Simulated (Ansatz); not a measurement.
Band topology of TlCl with spin–orbit coupling, calculated with Ansatz

Space group Pm-3m (No. 221), 2 atoms in the cell of the first input below: a = 3.834 Å, b = 3.834 Å, c = 3.834 Å, α = 90.00°, β = 90.00°, γ = 90.00°.

The cell was built from a prototype of a structure type listed for this compound, at its measured volume, taken without relaxation (pressure 1.3 GPa with this functional, without spin–orbit coupling). Functional: PBE.

Input:

```yaml
crystal:
  lattice:
    - [3.8339977844, 0.0, 0.0]
    - [0.0, 3.8339977844, 0.0]
    - [0.0, 0.0, 3.8339977844]
  atoms:
    - { symbol: Tl, position: [0.0, 0.0, 0.0] }
    - { symbol: Cl, position: [0.5, 0.5, 0.5] }
basis:
  ecutwfc: 420
  ecutrho_ratio: 4
kpoints:
  mp_grid: { grid: [6, 6, 6] }
hamiltonian:
  xc: pbe
scf:
  occupations: { method: gaussian, width: 0.05 }
output:
  forces: true
  stress: true
  eigenvalues: true
  populations: true
  topological_invariants: true
magnetization:
  noncollinear: true
  spin_orbit: true
```

```bash
ansatz run input.yaml --threads 4 --pin off --max-ram 9216MiB --backend cpu --events-out ev --progress --plain --runs-dir out
```

Time: 17 s on 4 threads of Intel(R) Xeon(R) Processor @ 2.50GHz (Skylake/Cascade Lake) (shared host), peak memory 0.65 GiB.

Without spin–orbit coupling the gap on a 10×10×10 mesh is 2.08 eV. With it, in a separate run (self-consistent on 8×8×8, bands on 14×14×14), a gap of 1.60 eV parts the filled from the empty bands (a gap on a mesh is an upper bound, as the edges may lie between its points, so gaps on unlike meshes don't measure the coupling's effect alone). The indices are those of the lowest 20 bands, and their direct separation from the next band is open.

Odd-parity bands among them at the eight time-reversal-invariant momenta (inversion centre at 0.000 0.000 0.000):

```json
{"k": "0.0 0.0 0.0", "odd bands": "6"}
{"k": "0.0 0.0 0.5", "odd bands": "2"}
{"k": "0.0 0.5 0.0", "odd bands": "2"}
{"k": "0.0 0.5 0.5", "odd bands": "6"}
{"k": "0.5 0.0 0.0", "odd bands": "2"}
{"k": "0.5 0.0 0.5", "odd bands": "6"}
{"k": "0.5 0.5 0.0", "odd bands": "6"}
{"k": "0.5 0.5 0.5", "odd bands": "2"}
```

Task: What are the Z2 indices by the rule of Fu and Kane?

Result: Each Kramers pair counts once, so δ = (−1)^(odd bands / 2): −, −, −, −, −, −, −, −. The product of all eight gives ν0, the products over the planes k_i = 1/2 the weak indices: (0;000). The Wilson-loop planes give (0;000).

Task: The cell is scaled in volume by 0.96 and 1.05 with the atoms carried along. Do the indices change?

Result: No.

```csv
volume ratio,pressure with spin–orbit coupling (GPa),smallest direct separation sampled (eV),at k,separation,Z2
0.96,2.4,1.791,0.00 0.00 -0.50,open,(0;000)
1.00,1.1,1.899,0.00 0.00 -0.50,open,(0;000)
1.05,-0.1,2.018,0.00 0.00 -0.50,open,(0;000)
```

Caveats: Kohn–Sham gaps are too small; Z2 indices don't see topology that rests on crystal symmetry, and an even number of inversions cancels.

TlCl is a trivial insulator in the Z2 sense at all three volumes. The negative δ at every momentum is no sign of inversion: it is what filled Tl 5d and 6s and Cl 3s and 3p shells give in the atomic limit. The alternation between 6 and 2 odd bands arises because Cl sits away from the inversion centre, so its Bloch phase exchanges the parities of its s and p states at half of the momenta.

The smallest direct separation, at X, shrinks from 2.018 to 1.791 eV on compression. There the Tl 6s lone pair can mix with Cl 3p, and the shorter contacts probably push this antibonding valence edge up towards the Tl 6p states. Spin–orbit coupling splits those 6p states and lowers their j = 1/2 branch, but not far enough to invert the bands. The gap of 1.60 eV lies below the smallest direct separation at the same volume, which suggests an indirect gap. An inversion at X would occur at three equivalent points and so change the strong index.
